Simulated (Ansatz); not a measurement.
# MgS (Niningerite): relaxation of cell and atoms with PBEsol+D3(BJ)

MgS (Niningerite):

```
S Mg
1.0
     0.00000    2.60165    2.60165
     2.60165    0.00000    2.60165
     2.60165    2.60165    0.00000
S Mg
1 1
Direct
  0.50000 0.50000 0.50000
  0.00000 0.00000 0.00000
```

| Property | Result |
| --- | --- |
| Program | Ansatz 0.2.0 |
| Task | relaxation of cell and atoms |
| Functional | PBEsol |
| Dispersion | D3(BJ) |
| Potentials or basis | Ansatz PAW |
| Cutoff | 420 eV (not typed: the program's choice for these potentials) |
| k mesh | 9 × 9 × 9 |
| Occupations | fermi-dirac, width 0.05 eV |
| Spin | no spin polarisation |

```yaml
Relaxed_volume: 16.76 Å³/atom
Relaxed_cell: a = 3.619 Å, b = 3.619 Å, c = 3.619 Å, α = 60.00°, β = 60.00°, γ = 60.00°
Space_group_after_relaxing_to_0.05_Å: Fm-3m (No. 225)
Energy_gained_by_relaxing: 10.3 meV/atom
Ionic_steps: 5
Pressure_after_relaxing: 0.0 GPa
Band_gap_on_the_k_mesh: 2.93 eV, indirect (least direct gap 3.99 eV)
```

Step by step:
| step | energy change (eV) | largest force (eV/Å) | volume (Å³) |
| --- | --- | --- | --- |
| 1 | 0.0000 | 0.0000 | 35.22 |
| 2 | -0.0201 | 0.0000 | 33.79 |
| 3 | -0.0207 | 0.0000 | 33.51 |
| 4 | -0.0207 | 0.0000 | 33.53 |
| 5 | -0.0206 | 0.0000 | 33.53 |

Final structure:
```
CELL_PARAMETERS angstrom
0.00000 2.55931 2.55931
2.55931 0.00000 2.55931
2.55931 2.55931 0.00000
ATOMIC_POSITIONS crystal
S 0.50000 0.50000 0.50000
Mg 0.00000 0.00000 0.00000
```

Levels at points of the mesh, in eV from the valence-band top:
```
           k point  band 5  band 6  band 7  band 8  band 9  band 10  band 11  band 12
(0.00, 0.00, 0.00)  -12.97    0.00    0.00    0.00    3.99     7.78     7.78     7.78
```

It took 2.9 s on 2 threads of AMD EPYC 7R43 64-Core Processor (Zen 3), on a shared host, peak memory 0.35 GiB.

Caveat: odd divisions of the mesh miss points on the zone boundary, where band edges often lie, so the gap on the mesh can be too wide; the plane-wave basis is chosen anew once the cell has moved, so the energies of steps on either side of that aren't comparable; the PAW data sets come from PBE, with cores solved anew for the run's functional, which leaves a small shift of forces and pressure. A k mesh can miss the band edges.
